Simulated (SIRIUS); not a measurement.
Crystal: CdF2.

```
Cd F
1.0
     0.00000    2.69400    2.69400
     2.69400    0.00000    2.69400
     2.69400    2.69400    0.00000
Cd F
1 2
Direct
  0.00000 0.00000 0.00000
  0.75000 0.75000 0.75000
  0.25000 0.25000 0.25000
```

Base run:

* Program: SIRIUS 7.12.0
* Functional: PBEsol
* Potentials or basis: all-electron FP-LAPW
* Cutoff: 273 eV
* Basis: apw+lo standard
* k mesh: 9 × 9 × 9
* Occupations: fermi-dirac, width 0.05 eV
* Spin: no spin polarisation

Its results: band gap on the k mesh 2.96 eV, indirect (least direct gap 3.42 eV).

**Question.** The run is repeated on the same cell with these changes: functional from PBEsol to LDA. What comes out?

**Answer.** Band gap on the k mesh 2.82 eV, indirect (least direct gap 3.27 eV).

Not every run made on this cell is shown here.
